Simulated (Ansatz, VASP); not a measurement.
**Two plane-wave programs on CdS**

```
Cd S
1.0
     0.00000    2.72678    2.80858
     2.72678    0.00000    2.80858
     2.72678    2.72678    0.00000
Cd S
1 1
Direct
  0.00000 0.00000 0.00000
  0.50000 0.50000 0.50000
```

Change from the starting cell: uniaxial_z strain +3.0%.

Alike in both runs: task single point; functional r2SCAN; k mesh 8 × 8 × 8; occupations fermi-dirac, width 0.02 eV; no spin polarisation.

|  | VASP | Ansatz |
| --- | --- | --- |
| version | VASP 6.6.1 | Ansatz 0.2.0 |
| potentials or method | VASP PAW PBE potentials, release 64 (Cd, S) | plane waves, PAW |
| plane-wave cutoff (eV) | 520 | 500 |
| valence electrons in the cell | 18 | 26 |

```tsv
	VASP	Ansatz	Ansatz less VASP
pressure (GPa)	-1.7	-2.1	-0.41
largest component of the traceless stress (GPa)	1.32	1.26	-0.063
```

The two sets of potentials don't hold the same shells in valence.

Caveats: the PAW data sets were made with another functional, which shifts forces and pressure a little (VASP). A k mesh can miss the band edges.
